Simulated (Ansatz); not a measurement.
# AlNi3: the cost of one run

Program: Ansatz 0.2.0. Level of theory: DFT PBE, scalar-relativistic, plane waves, PAW. These are calculated values, not measurements.

2 further runs of the same task are left out: 1 that didn't finish, 1 set aside as unsound or not needed.

## (1) Starting point

The structure is cubic, space group Pm-3m (No. 221). The conventional cell has a = 3.567 Å, b = 3.567 Å, c = 3.567 Å, α = 90.00°, β = 90.00°, γ = 90.00°. Al (site symmetry m-3m) has 12 Ni at 2.52 Å as nearest neighbours. Around Ni (site symmetry 4/mmm) lie 4 Al at 2.52 Å and 8 Ni at 2.52 Å.

As a file:

```
CELL_PARAMETERS angstrom
3.56668 0.00000 0.00000
0.00000 3.56668 0.00000
0.00000 0.00000 3.56668
ATOMIC_POSITIONS crystal
Al 0.00000 0.00000 0.00000
Ni 0.00000 0.50000 0.50000
Ni 0.50000 0.00000 0.50000
Ni 0.50000 0.50000 0.00000
```

It goes back to an entry of the Materials Project, which need not be the stable form.

This cell was relaxed beforehand with the same method: volume 11.34 Å³/atom, gap on the mesh none (metal), site moments up to 0.3 μB.

## (2) The bulk in the plane's own cell

To let mesh errors cancel, the bulk is computed in a cell built on the (001) plane.

Contents of input.yaml:

```yaml
crystal:
  lattice:
    - [3.5666788375, 0.0, 0.0]
    - [0.0, 3.5666788375, 0.0]
    - [0.0, 0.0, 3.5666788375]
  atoms:
    - { symbol: Al, position: [0.0, 0.0, 0.0] }
    - { symbol: Ni, position: [0.0, 0.5, 0.5], spin: 0.3 }
    - { symbol: Ni, position: [0.5, 0.0, 0.5], spin: 0.3 }
    - { symbol: Ni, position: [0.5, 0.5, 0.0], spin: 0.3 }
basis:
  ecutwfc: 420
kpoints:
  mp_grid: { grid: [10, 10, 12] }
hamiltonian:
  xc: pbe
scf:
  occupations: { method: gaussian, width: 0.1 }
output:
  forces: true
  stress: true
  eigenvalues: true
  populations: true
magnetization:
  spin_polarized: true
```

On the command line:

```bash
ansatz run input.yaml --threads 4 --pin off --max-ram 12288MiB --backend cpu --events-out ev --progress --plain --runs-dir out
```

What time and memory should one allow on 4 threads of Arm Neoverse V1, shared host?

About 13 s, with a peak of 0.65 GiB.
